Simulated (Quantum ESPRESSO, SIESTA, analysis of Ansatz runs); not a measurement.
# Where Si_i (4-fold void) puts its levels in SiC (F-43m) (SIESTA), part 2 of 3

Question: at which Fermi levels does Si_i (4-fold void) in SiC (F-43m) change its charge? Model: a cell of 54 host atoms with 1 Si put in.

SIESTA 5.4.2; SIESTA numerical-orbital DFT, PBEsol, DZP basis, PseudoDojo 0.4.1 potentials converted to PSML; charged supercells in a uniform background, point-charge correction with alignment at far sites.

So far. Step 2 (Band edges): The gap at this level is 1.23 eV.

## Step 3: Relaxing each charge state

Level of this step: SIESTA numerical-orbital DFT, PBEsol, DZP basis, PseudoDojo 0.4.1 potentials converted to PSML; relaxation of all atoms of a defect supercell at fixed charge in a uniform background (SIESTA).

Each state starts from the atoms near the defect displaced at random, so that no symmetry of the ideal site is imposed. An odd electron count needs spin polarisation, and the total moment is held fixed to keep the state apart from its neighbours in spin. Charge +3 is shown in full.

Input file defect.fdf:

```
SystemName                      Si28C27
SystemLabel                     defect
NumberOfSpecies                 2
NumberOfAtoms                   55
%block ChemicalSpeciesLabel
  1   14 Si
  2    6 C
%endblock ChemicalSpeciesLabel
LatticeConstant                 1.0 Ang
%block LatticeVectors
     0.000003000     6.564408000     6.564408000
     6.564408000     0.000003000     6.564408000
     6.564408000     6.564408000     0.000003000
%endblock LatticeVectors
AtomicCoordinatesFormat         Fractional
%block AtomicCoordinatesAndAtomicSpecies
    -0.001243511    -0.002679488     0.006523156  1
     0.080542505     0.089228041     0.084087004  2
    -0.006573176     0.001828051     0.335400269  1
     0.087648287     0.077229169     0.418080371  2
    -0.002128914     0.005720355     0.667549599  1
     0.083332324     0.083332324     0.749998991  2
     0.002217985     0.326903200     0.000912163  1
     0.079441745     0.417455788     0.089209723  2
     0.002031216     0.326890832     0.334393071  1
     0.083332324     0.416665657     0.416665657  2
     0.000001066     0.333334400     0.666667733  1
     0.083332324     0.416665657     0.749998991  2
     0.000001066     0.666667733     0.000001066  1
     0.080802661     0.756527214     0.080624150  2
    -0.001858643     0.672648566     0.333542698  1
     0.077073189     0.750153596     0.419415539  2
     0.002590742     0.670274492     0.666660075  1
     0.086110726     0.744452951     0.754185328  2
     0.338203234     0.002315099    -0.002333572  1
     0.416406068     0.081694892     0.089451340  2
     0.327396796     0.003804806     0.332666983  1
     0.420902094     0.085710000     0.410854384  2
     0.333334400     0.000001066     0.666667733  1
     0.417598429     0.081441017     0.745325122  2
     0.332856159     0.339503329    -0.001513904  1
     0.416665657     0.416665657     0.083332324  2
     0.333334400     0.333334400     0.333334400  1
     0.413842784     0.413700711     0.423060085  2
     0.333334400     0.333334400     0.666667733  1
     0.416665657     0.416665657     0.749998991  2
     0.339125363     0.663865996    -0.003959664  1
     0.414932193     0.755804422     0.078745085  2
     0.329349803     0.663642242     0.334788241  1
     0.410452659     0.753015681     0.419877230  2
     0.333151177     0.672411456     0.661704287  1
     0.416665657     0.749998991     0.749998991  2
     0.666245264    -0.001029650     0.006005889  1
     0.749998991     0.083332324     0.083332324  2
     0.666667733     0.000001066     0.333334400  1
     0.747911545     0.081211107     0.423259019  2
     0.666667733     0.000001066     0.666667733  1
     0.749998991     0.083332324     0.749998991  2
     0.666667733     0.333334400     0.000001066  1
     0.749998991     0.416665657     0.083332324  2
     0.666667733     0.333334400     0.333334400  1
     0.749998991     0.416665657     0.416665657  2
     0.666667733     0.333334400     0.666667733  1
     0.749998991     0.416665657     0.749998991  2
     0.668891226     0.671194352    -0.001160403  1
     0.752195527     0.743728026     0.083701317  2
     0.663566081     0.672218077     0.334811123  1
     0.749998991     0.749998991     0.416665657  2
     0.666667733     0.666667733     0.666667733  1
     0.749998991     0.749998991     0.749998991  2
     0.245395485     0.922614887     0.248811130  1
%endblock AtomicCoordinatesAndAtomicSpecies
%block kgrid.MonkhorstPack
    2   0   0  0.50
    0   2   0  0.50
    0   0   2  0.50
%endblock kgrid.MonkhorstPack
XC.Functional                   GGA
XC.Authors                      PBEsol
PAO.BasisSize                   DZP
PAO.EnergyShift                 0.005 Ry
Mesh.Cutoff                     300 Ry
NetCharge                       3.0
Spin                            polarized
%block DM.InitSpin
     3   0.200
    19   0.200
    21   0.200
    33   0.200
    55   0.200
%endblock DM.InitSpin
Spin.Fix                        true
Spin.Total                      1.0
OccupationFunction              FD
ElectronicTemperature           0.01 eV
MaxSCFIterations                150
SCF.MustConverge                true
SCF.Mixer.Method                Pulay
SCF.Mixer.Weight                0.1
SCF.Mixer.History               10
SCF.DM.Tolerance                3.0e-4
SCF.H.Tolerance                 3.0e-3 eV
WriteForces                     true
Charge.Mulliken                 end
SaveRho                         true
SaveElectrostaticPotential      true
Charge.Hirshfeld                end
Charge.Voronoi                  end
MD.TypeOfRun                    Broyden
MD.Steps                        90
MD.MaxForceTol                  0.04 eV/Ang
MD.MaxDispl                     0.15 Ang
WriteCoorStep                   true
AtomCoorFormatOut               Fractional
```

Run with:

```console
$ OMP_NUM_THREADS=1 siesta defect.fdf > defect.out
```

The log of the run:

```text
Version         : 5.4.2

                           ***********************
                           *  WELCOME TO SIESTA  *
                           ***********************

[...]
reinit: Reading from file defect.fdf

reinit: -----------------------------------------------------------------------
reinit: System Name: Si28C27
reinit: -----------------------------------------------------------------------
reinit: System Label: defect
reinit: -----------------------------------------------------------------------

[...]
initatom: Reading input for the pseudopotentials and atomic orbitals ----------
Species number:   1 Atomic number:   14 Label: Si
Species number:   2 Atomic number:    6 Label: C

[... pseudopotential checks and orbital generation ...]

prinput: Basis input

PAO.BasisType split

%block ChemicalSpeciesLabel
    1   14 Si                      # Species index, atomic number, species label
    2    6 C                       # Species index, atomic number, species label
%endblock ChemicalSpeciesLabel

%block PAO.Basis                 # Define Basis set
# WARNING: This information might be incomplete!
Si                    2                    # Species label, number of l-shells
 n=3   0   2                         # n, l, Nzeta
   5.819      3.988
   1.000      1.000
 n=3   1   2 P   1                   # n, l, Nzeta, Polarization, NzetaPol
   7.489      5.207
   1.000      1.000
C                     2                    # Species label, number of l-shells
 n=2   0   2                         # n, l, Nzeta
   4.859      3.157
   1.000      1.000
 n=2   1   2 P   1                   # n, l, Nzeta, Polarization, NzetaPol
   5.984      3.889
   1.000      1.000
%endblock PAO.Basis

prinput: ----------------------------------------------------------------------

coor:   Atomic-coordinates input format  =     Fractional

[...]
siesta: System type = bulk

initatomlists: Number of atoms, orbitals, and projectors:     55   715   720

[... echo of the settings ...]

siesta: k-grid: Number of k-points = 4
siesta: k-points from Monkhorst-Pack grid
siesta: k-cutoff (effective) =     9.283 Ang
siesta: k-point supercell and displacements
siesta: k-grid:     2     0     0      0.500
siesta: k-grid:     0     2     0      0.500
siesta: k-grid:     0     0     2      0.500

diag: Algorithm                                     = D&C
diag: Absolute tolerance                            =  0.100E-15
diag: Orthogonalization factor                      =  0.100E-05

superc: Internal auxiliary supercell:     3 x     3 x     3  =      27
superc: Number of atoms, orbitals, and projectors:   1485  19305  19440

                     ====================================
                        Begin Broyden opt. move =      0
                     ====================================

[...]
superc: Internal auxiliary supercell:     3 x     3 x     3  =      27
superc: Number of atoms, orbitals, and projectors:   1485  19305  19440

outcell: Unit cell vectors (Ang):
        0.000003    6.564408    6.564408
        6.564408    0.000003    6.564408
        6.564408    6.564408    0.000003

outcell: Cell vector modules (Ang)   :    9.283475    9.283475    9.283475
outcell: Cell angles (23,13,12) (deg):     60.0000     60.0000     60.0000
outcell: Cell volume (Ang**3)        :    565.7394
[...]
Initializing Density Matrix...

[...]
DM filled with atomic data (user-defined):
Note: For starting DM, Qtot, Tr[D*S] =        217.00000000        220.00000000

InitMesh: MESH = 80 x 80 x 80 = 512000
InitMesh: Mesh cutoff (required, used) =   300.000   307.859 Ry

[...]
iscf     Eharris(eV)        E_KS(eV)     FreeEng(eV)     dDmax     Ef_up Ef_dn(eV) dHmax(eV)
   scf:    1    -7267.459398    -7554.311631    -7554.311631  0.922049 -6.573873 -8.128410  8.066421
[...]
scf:    2    -6767.719008    -7339.547328    -7339.553373  0.387696 -5.021956 -5.153823 43.584543
[...]
scf:    3    -7580.778351    -7595.133224    -7595.133224  0.384817 -6.578922 -7.498146  4.329001
[...]
scf:    4    -7611.405278    -7607.414648    -7607.417872  0.063892 -6.337949 -6.872643  2.182858
[...]
scf:    5    -7607.396170    -7607.690091    -7607.690140  0.063660 -6.161859 -6.780359  1.037787
[...]
scf:    6    -7607.778774    -7607.744915    -7607.745507  0.006684 -6.195551 -6.789825  0.451622
[...]
scf:    7    -7607.768216    -7607.775454    -7607.779649  0.019113 -6.228528 -6.779974  0.258691
[...]
scf:    8    -7607.770371    -7607.773247    -7607.777567  0.002656 -6.233765 -6.783496  0.357359
[...]
scf:    9    -7607.784280    -7607.786723    -7607.789732  0.014366 -6.219102 -6.777884  0.118166
[...]
scf:   10    -7607.787528    -7607.787618    -7607.791186  0.003869 -6.223923 -6.777173  0.020186
[...]
spin moment: {S} , |S| = {        0.0        0.0    1.00000 }     1.00000

SCF Convergence by DM+H criterion
max |DM_out - DM_in|         :     0.0000792671
max |H_out - H_in|      (eV) :     0.0014581029
SCF cycle converged after 15 iterations

Using DM_out to compute the final energy and forces

siesta: E_KS(eV) =            -7607.7878

siesta: E_KS - E_eggbox =     -7607.7878

siesta: Atomic forces (eV/Ang):
[... rows ...]
[...]
====================================

[...]
Re-using DM from previous geometries...
Number of DMs in history: 1
 DM extrapolation coefficients:
1   1.00000
New DM after history re-use:

[...]
iscf     Eharris(eV)        E_KS(eV)     FreeEng(eV)     dDmax     Ef_up Ef_dn(eV) dHmax(eV)
   scf:    1    -7615.155915    -7615.155655    -7615.155655  0.008778 -5.062737 -6.656191  0.018396
[...]
scf:    2    -7615.154466    -7615.155317    -7615.155317  0.000530 -5.062129 -6.655610  0.053435
[...]
scf:    3    -7615.155790    -7615.155700    -7615.155700  0.000397 -5.062606 -6.656065  0.001169
[...]
scf:    4    -7615.155702    -7615.155701    -7615.155701  0.000016 -5.062639 -6.656097  0.000517
     spin moment: {S} , |S| = {        0.0        0.0    1.00000 }     1.00000

SCF Convergence by DM+H criterion
[...]
SCF cycle converged after 4 iterations

[...]
siesta: E_KS(eV) =            -7615.1557

siesta: Atomic forces (eV/Ang):
     1   -0.000724   -0.014916   -0.011362
     2   -0.000876   -0.016995   -0.005586
     3   -0.006330    0.001574    0.016053
     4   -0.001529   -0.000624    0.011283
     5   -0.001982   -0.008740    0.006989
     6    0.002229   -0.007903   -0.002525
     7   -0.000968   -0.009212    0.001947
     8   -0.001323   -0.007120    0.003589
     9   -0.000430    0.002566    0.011681
    10    0.005101    0.004268    0.002891
[...]
51   -0.001933    0.011229    0.014446
    52    0.008847    0.009074    0.002658
    53    0.009442   -0.001228   -0.005039
    54    0.003479   -0.006005    0.003251
    55   -0.010908    0.003905   -0.009941
   Tot    0.005173   -0.002488    0.003625
   Max    0.030904
   Res    0.007122    sqrt( Sum f_i^2 / 3N )
   Max    0.030904    constrained

Stress tensor Voigt[x,y,z,yz,xz,xy] (kbar):      -66.50      -66.51      -66.53        2.86        3.94        3.18
[...]
outcoor: Relaxed atomic coordinates (fractional):
   -0.00025097   -0.00230424    0.00027172   1       1  Si
    0.08719353    0.07982254    0.08825829   2       2  C
   -0.03734540    0.01243230    0.34716977   1       3  Si
    0.08572285    0.07998529    0.41389592   2       4  C
   -0.00085203   -0.00246797    0.67106379   1       5  Si
    0.08349518    0.08413203    0.75029730   2       6  C
   -0.00063038    0.33713555    0.00032638   1       7  Si
    0.08282901    0.41770712    0.08388735   2       8  C
   -0.00124587    0.33705431    0.33150265   1       9  Si
    0.08307210    0.41678638    0.41755219   2      10  C
   -0.00161415    0.33415361    0.66758621   1      11  Si
    0.08318387    0.41661744    0.75033552   2      12  C
   -0.00029988    0.66691849    0.00071802   1      13  Si
    0.08312429    0.75019213    0.08350245   2      14  C
   -0.00087653    0.66672685    0.33107610   1      15  Si
    0.08626693    0.75464826    0.41344985   2      16  C
   -0.00078548    0.66652963    0.67078786   1      17  Si
    0.08279300    0.74994291    0.75148165   2      18  C
    0.34617990    0.01259531   -0.03566571   1      19  Si
    0.41277251    0.08036680    0.08707950   2      20  C
[...]
0.74895300    0.41663014    0.41788991   2      46  C
    0.66671737    0.33405752    0.66784464   1      47  Si
    0.74987111    0.41701569    0.75037433   2      48  C
    0.66988938    0.66663999    0.00010810   1      49  Si
    0.75042408    0.75005929    0.08384337   2      50  C
    0.66935562    0.66642686    0.33147037   1      51  Si
    0.74920437    0.75075111    0.41742263   2      52  C
    0.66701083    0.66559378    0.66739975   1      53  Si
    0.74932893    0.75055762    0.75017790   2      54  C
    0.24717655    0.91817294    0.24908379   1      55  Si

[...]
siesta: Final energy (eV):
siesta:  Band Struct. =   -2787.922163
siesta:       Kinetic =    4240.549762
siesta:       Hartree =     843.873027
[...]
siesta:         Exch. =   -2457.461624
siesta:         Corr. =    -308.109204
[...]
siesta:   Exch.-corr. =   -2765.570828
siesta:  Ion-electron =   -5722.565248
siesta:       Ion-ion =   -4211.442414
[...]
siesta:         Total =   -7615.155701
siesta:      Fermi_up =      -5.062639
siesta:      Fermi_dn =      -6.656097

siesta: Stress tensor (static) (eV/Ang**3):
siesta:    -0.041507    0.001982    0.002458
siesta:     0.001982   -0.041513    0.001788
siesta:     0.002458    0.001788   -0.041524

siesta: Cell volume =        565.739362 Ang**3

siesta: Pressure (static):
siesta:                Solid            Molecule  Units
siesta:           0.00045215          0.00044964  Ry/Bohr**3
siesta:           0.04151448          0.04128381  eV/Ang**3
siesta:          66.51352633         66.14395237  kBar

[...]
mulliken: Qtot =      109.000

[...]
mulliken: Qtot =      108.000

Mulliken Atomic Populations:
Atom #   charge [q] valence [e]      Sz [e]  Species
     1    -0.052093    4.052093    0.018542  Si
     2     0.108224    3.891776    0.013499  C
     3    -0.040093    4.040093    0.059505  Si
     4     0.106784    3.893216    0.015804  C
     5    -0.053022    4.053022    0.021381  Si
     6     0.137805    3.862195    0.002231  C
     7    -0.054134    4.054134    0.023906  Si
     8     0.151825    3.848175    0.002235  C
     9    -0.053551    4.053551    0.021210  Si
    10     0.138412    3.861588    0.002246  C
    11    -0.065126    4.065126    0.009972  Si
    12     0.137863    3.862137    0.001829  C
    13    -0.053710    4.053710    0.009139  Si
    14     0.150749    3.849251    0.001850  C
    15    -0.051673    4.051673    0.018709  Si
    16     0.107219    3.892781    0.013772  C
    17    -0.053598    4.053598    0.024108  Si
    18     0.151571    3.848429    0.002297  C
    19    -0.043025    4.043025    0.059851  Si
    20     0.106432    3.893568    0.015979  C
[...]
46     0.137872    3.862128    0.001947  C
    47    -0.064499    4.064499    0.010534  Si
    48     0.158691    3.841309   -0.001669  C
    49    -0.053593    4.053593    0.024317  Si
    50     0.151537    3.848463    0.002336  C
    51    -0.053725    4.053725    0.021758  Si
    52     0.137483    3.862517    0.002451  C
    53    -0.065075    4.065075    0.010119  Si
    54     0.136899    3.863101    0.001928  C
    55     0.661329    3.338671    0.162490  Si
 Total     3.000000                1.000000

[...]
Job completed
```

It took 68 min on 1 MPI rank of Arm Neoverse V1, shared host; peak memory 1.3 GiB.

The steps and moves of this run count from the displaced start.

Step by step:

```
step  energy less that of the first step (eV)  largest force (eV/Å)
   0                                   0.0000               15.4024
   1                                  -5.4732                8.1898
   2                                  -7.0075                2.6333
   3                                  -7.3023                0.6237
   4                                  -7.3442                0.2708
   5                                  -7.3581                0.1289
   6                                  -7.3625                0.0817
   7                                  -7.3658                0.0639
   8                                  -7.3670                0.0442
   9                                  -7.3679                0.0311
```

The atoms that moved most (Å):

```
atom      dx      dy      dz  length
Si21   0.130   0.192   0.157   0.280
Si19  -0.151  -0.166   0.120   0.255
Si33  -0.134   0.169  -0.103   0.239
 Si3   0.147  -0.125  -0.132   0.234
 C40   0.057  -0.108  -0.052   0.133
 C22   0.096   0.074   0.025   0.124
 C28  -0.088   0.044  -0.035   0.105
 C24  -0.026  -0.052   0.085   0.103
```

Neighbours of Si55 at the end:

```
atom  distance (Å)
  C2         2.106
 C16         2.130
 C32         2.135
  C4         2.144
 C20         2.152
 Si3         2.157
Si19         2.159
Si33         2.164
 C34         2.165
Si21         2.167
```

Energies on the run's own zero. States near gap, by row:

```
spin  k  band  energy (eV)  filled by count
  up  0   105        -7.49                1
  up  0   106       -7.488                1
  up  0   107       -6.964                1
  up  0   108       -6.962                1
  up  0   109       -5.809                1
  up  0   110       -4.833                0
  up  0   111       -4.828                0
  up  0   112       -4.281                0
  up  0   113       -4.223                0
  up  1   105       -7.651                1
  up  1   106       -7.514                1
  up  1   107       -7.288                1
  up  1   108       -7.079                1
  up  1   109       -5.756                1
  up  1   110       -4.728                0
  up  1   111       -4.216                0
  up  1   112       -3.821                0
  up  1   113       -3.682                0
down  0   104        -7.55                1
down  0   105        -7.48                1
down  0   106       -7.478                1
down  0   107       -6.954                1
down  0   108       -6.953                1
down  0   109       -5.666                0
down  0   110       -4.764                0
down  0   111       -4.759                0
down  0   112        -4.19                0
down  1   104       -7.642                1
down  1   105       -7.639                1
down  1   106       -7.505                1
down  1   107       -7.277                1
down  1   108        -7.07                1
down  1   109       -5.647                0
down  1   110       -4.644                0
down  1   111       -4.156                0
down  1   112       -3.751                0
```

The states that were run, at 2×2×2 shifted by half a step, on 1 MPI rank of Arm Neoverse V1, shared host:

```
charge  moment (μB)    outcome  structures computed  largest displacement of a host atom from its site (Å)  lowest empty less highest filled level (eV)    time
     0            0  converged                   16                                                   0.28                                        -0.13  58 min
    +3            1  converged                   10                                                   0.28                                         0.09  68 min
    +4            0  converged                    9                                                   0.27                                         1.20  35 min
    +1            1  converged                   17                                                   0.28                                        -0.12   1.7 h
    +2            0  converged                   33                                                   0.28                                         0.90   1.8 h
```

At charge 0 and +1 filled and empty levels, counted over both spins and all k-points, touch or overlap: the last carrier shares a level or a band, or the held moment keeps an electron of one spin above an empty level of the other.

Against the host's sites the lattice moves most at charge +1 (0.28 Å); the smallest move among the states is 0.27 Å.

[end of part 2 of 3]

[Logs are printed without paths, hosts, clocks, repeated set-up lines and the standing remarks that a program may print on its own settings, such as how far it seeks lower states.]

[Hosts, paths, dates, database ids (printed as entryN), source tags and the programs' standing remarks are cut or masked in the printed files.]

[For some hosts the program warned that the k-mesh of the response run may be too coarse for force constants and the static dielectric constant; such warnings are not shown here.]

[Charge tables in the logs are Mulliken or Hirshfeld populations, whose sizes and signs can differ; where basis functions stand at a vacancy, SIESTA counts their charge against the missing atom's valence.]

[In relaxation paths of CP2K, step 0 can be the structure after the first move, since the trajectory file begins there, and the last row can be the final structure solved once more.]
